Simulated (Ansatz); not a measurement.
# Os: the cost of one run

Program: Ansatz 0.2.0. Level of theory: DFT PBE, scalar-relativistic, plane waves, PAW. These are calculated values, not measurements.

1 further run of the same task is left out (set aside as unsound or not needed).

## 1. The structure to begin with

Symmetry: Fm-3m, No. 225, cubic system. Conventional cell: a = 3.890 Å, b = 3.890 Å, c = 3.890 Å, α = 90.00°, β = 90.00°, γ = 90.00°. Os (site symmetry m-3m) is surrounded by 12 Os at 2.75 Å.

Structure file:

```xyz
1
Lattice="0.0000 1.9450 1.9450 1.9450 0.0000 1.9450 1.9450 1.9450 0.0000" Properties=species:S:1:pos:R:3 pbc="T T T"
Os    0.0000    0.0000    0.0000
```

The structure comes from the Crystallography Open Database.

## 2. A random distortion, cell strained

The change: strain xx, yy, zz, yz, xz, xy = +0.2, +1.0, +0.2, +2.0, -0.5, +0.9 %.

input.yaml

```yaml
crystal:
  lattice:
    - [0.0082079, 2.0038557, 1.98780945]
    - [1.9388149, 0.0571052, 1.93891215]
    - [1.9670174, 1.9831609, 0.0289027]
  atoms:
    - { symbol: Os, position: [0.0, 0.0, 0.0] }
basis:
  ecutwfc: 420
kpoints:
  mp_grid: { grid: [16, 16, 16] }
hamiltonian:
  xc: pbe
scf:
  occupations: { method: gaussian, width: 0.1 }
output:
  forces: true
  stress: true
  eigenvalues: true
```

Run with:

```bash
$ ansatz run input.yaml --threads 1 --pin off --max-ram 1331MiB --backend cpu --events-out ev --progress --plain --runs-dir out
```

What time and memory should one allow on 1 thread of an x86-64 CPU, shared host?

About 44 s, with a peak of 0.66 GiB.
